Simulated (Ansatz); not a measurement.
Write the native input for Ansatz 0.2.0 that does the following.

```yaml
Task: band structure
Functional: PBEsol
Potentials_or_basis: all-electron LAPW, relativistic spinors
Cutoff: 213 eV (chosen from the basis error)
Basis_error_allowed: 0.001 eV/atom
k_mesh: 7 × 7 × 4
Occupations: fermi-dirac, width 0.05 eV
Spin: spin-orbit coupling, no magnetisation
```

Crystal: Hf.

```
Hf
1.0
     3.19670    0.00000    0.00000
    -1.59835    2.76842    0.00000
     0.00000    0.00000    5.05780
Hf
2
Direct
  0.66667 0.33333 0.75000
  0.33333 0.66667 0.25000
```

One way to write it, as run:

input.yaml

```yaml
crystal:
  lattice:
    - [3.1967, 0.0, 0.0]
    - [-1.59835, 2.7684234083, 0.0]
    - [0.0, 0.0, 5.0578]
  atoms:
    - { symbol: Hf, position: [0.6666666667, 0.3333333333, 0.75] }
    - { symbol: Hf, position: [0.3333333333, 0.6666666667, 0.25] }
kpoints:
  mp_grid: { grid: [7, 7, 4] }
  band_path:
    path:
      - [0.0, 0.0, 0.0]
      - [0.5, 0.0, 0.0]
      - [0.3333333333, 0.3333333333, 0.0]
      - [0.0, 0.0, 0.0]
      - [0.0, 0.0, 0.5]
      - [0.5, 0.0, 0.5]
      - [0.3333333333, 0.3333333333, 0.5]
      - [0.0, 0.0, 0.5]
    npoints: 6
scf:
  occupations: { method: fermi_dirac, width: 0.05 }
hamiltonian:
  xc: pbesol
  pseudopotentials: { kind: all_electron, lapw: { basis_error: 0.001 } }
magnetization:
  noncollinear: true
  spin_orbit: true
output:
  forces: true
  stress: true
  eigenvalues: true
```

Potentials or basis: all-electron LAPW, relativistic spinors.

Command:

```sh
$ ansatz run input.yaml --threads 1 --pin off --max-ram 3072MiB --backend cpu --events-out ev --progress --plain --runs-dir out
```

It gave:

```json
{
 "Pressure": "-3.8 GPa",
 "Band gap along the path": "none (metal or under the smearing width)"
}
```

Caveat: the k mesh is thin for a metal, which can move the energy by tens of meV per atom.

Wall time 93 s on 1 thread of Intel(R) Xeon(R) Platinum 8375C CPU @ 2.90GHz (Ice Lake) (shared host), peak memory 0.64 GiB.
